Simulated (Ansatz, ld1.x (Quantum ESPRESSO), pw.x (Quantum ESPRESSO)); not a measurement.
From atom to crystal: PAW potential for V

- Element: vanadium
- Generator: ld1.x (Quantum ESPRESSO) 7.5
- Type: PAW
- Functional: PBEsol
- Relativity: scalar-relativistic
- Frozen core: [Ne]
- Valence charge: 13
- Reference configuration: 3s2 3p6 3d3 4s2 4p0
- Partial waves: 3s (bound): rcut 1.50, rcutus 1.65 bohr; 4s (bound): rcut 1.50, rcutus 1.65 bohr; 3p (bound): rcut 1.55, rcutus 1.75 bohr; 4p (bound, empty): rcut 1.55, rcutus 1.75 bohr; 3d (bound): rcut 2.20, rcutus 2.50 bohr; 3d channel at 1 Ry: rcut 2.20, rcutus 2.50 bohr
- Local potential: all-electron potential smoothed inside 2.00 bohr (lloc = -1)
- Core correction: Bessel-smoothed model core inside 0.80 bohr
- Augmentation charge: GAUSS, radius 1.55 bohr

Atomic tests: cutoffs needed: 35 Ry and 45 Ry (the cutoffs (Ry, on a coarse ladder) from which the occupation-weighted sum of valence levels, in a spherical-Bessel basis at the reference potential, stays within 10 and 1 mRy of its value at 400 Ry); ghost test: no extra level below or beside the all-electron valence levels (s, p, d, f tested) (spherical-Bessel basis up to 400 Ry, 20 bohr box); configuration tests: 1 of 7 tests not solved or not reliable.

Crystal test: fcc V in pw.x 7.5, no spin, 15³ k-points, Fermi–Dirac smearing 0.01 Ry, cutoffs 55/440 Ry. The reference is all-electron LAPW (Ansatz 0.2.0) with the same functional, mesh and smearing; V0 and B0 come from Birch–Murnaghan fits to the pressures at five volumes. Errors are pseudo minus all-electron; Δ is the rms difference of the E(V) curves that follow from these fits, minima aligned, over ±6 % about the mean V0. Mesh and smearing are coarse, so the numbers serve the comparison and aren't converged zero-temperature values; the lattice is a test structure that the element need not adopt.

All-electron: a0 = 3.773 Å (V0 = 13.42 Å³/atom), B0 = 187.5 GPa.

Q: How far does the potential miss the all-electron equation of state?

A: mean pressure error (GPa): +0.57; a0 (Å): 3.777; a0 error (%): +0.10; B0 error (%): -1.6; Δ (meV/atom): 1.7. Atomic configuration tests: 1 of 7 tests not solved or not reliable.

```
V (Å³/atom)  P all-electron (GPa)  P pseudo (GPa)
     12.769                 10.32           10.83
     13.105                  4.72            5.25
     13.441                 -0.24            0.35
     13.777                 -4.64           -4.04
     14.113                 -8.53           -7.93
```

Q: At the middle volume, how do free energy and pressure move when the wave cutoff is lowered (ecutrho held at 440 Ry)?

A:

```json
{"cutoff (Ry)": "25", "shift of F (meV/atom)": "+1159.0", "shift of P (GPa)": "-17.81"}
{"cutoff (Ry)": "33", "shift of F (meV/atom)": "+385.1", "shift of P (GPa)": "-14.20"}
{"cutoff (Ry)": "44", "shift of F (meV/atom)": "+12.0", "shift of P (GPa)": "-1.07"}
```

The run at the middle volume (120 k-points, 24 iterations) took about 49 s on one core of a shared host (Neoverse-V1, 32 threads, 247 GiB, load 31).
